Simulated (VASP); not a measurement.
Input of a VASP 6.6.1 run:

File INCAR:

```
PREC = Accurate
ENCUT = 520
EDIFF = 1E-6
ISMEAR = 0
SIGMA = 0.15
LREAL = False
LASPH = True
NELM = 100
ALGO = Normal
ISIF = 2
LWAVE = False
LCHARG = False
GGA = PE
NBANDS = 8
```

Contents of KPOINTS:

```
Automatic mesh
0
Gamma
  18 18 18
```

Contents of POSCAR:

```
As
1.0
    2.8388658316      0.0000000000      0.0000000000
    0.0000000000      2.8388658316      0.0000000000
    0.0000000000      0.0000000000      2.7036817444
As
1
Direct
    0.5000000000      0.5000000000      0.5000000000
```

Potentials or basis: VASP PAW PBE potentials, release 64 (As).

Command:

```bash
$ cat potpaw_PBE.64/As/POTCAR > POTCAR
$ mpirun -np 1 vasp_std > vasp.out
```

(1) Predict the band gap on the k mesh.

(2) Predict the pressure.

Results:

(1) none (metal or under the smearing width).

(2) -4.2 GPa.
